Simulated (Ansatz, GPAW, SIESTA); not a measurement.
# One calculation of Ge, 4 ways

```
Ge
1.0
     0.00000    2.88574    5.11566
     2.63050    0.00000    5.11566
     2.63050    2.88574    0.00000
Ge
4
Direct
  0.72649 0.27351 0.72649
  0.27351 0.72649 0.27351
  0.21813 0.21813 0.78187
  0.78187 0.78187 0.21813
```

This isn't the form of Ge at room conditions, which is diamond.

Alike in all runs: task band structure; functional PBEsol; k mesh 7 × 7 × 7; occupations fermi-dirac, width 0.05 eV; no spin polarisation; no spin-orbit coupling. Pressure is positive in compression and, in plane waves, holds the error of the finite cutoff, which Ansatz's Pulay term estimates and takes out.

```tsv
program and potentials	plane-wave cutoff (eV)	notes	pressure (GPa)
Ansatz, PAW datasets made for the crystal	160	4 valence electrons an atom on average	?
GPAW, PAW data sets generated for this functional	600	4 valence electrons an atom on average	-3.64
SIESTA, files PseudoDojo sr-pbesol-0.4.1-standard, DZP (energy shift 0.003 Ry; two zetas on semicore shells)	-	atomic basis; 14 valence electrons an atom on average	-1.92
Ansatz, all-electron LAPW, scalar-relativistic	-	-	-3.46
```

Q: Estimate from the other rows what the run with Ansatz, PAW datasets made for the crystal gave.

A: Pressure -3.47 GPa. The other rows, which needn't bracket it: pressure -3.64 to -1.92.
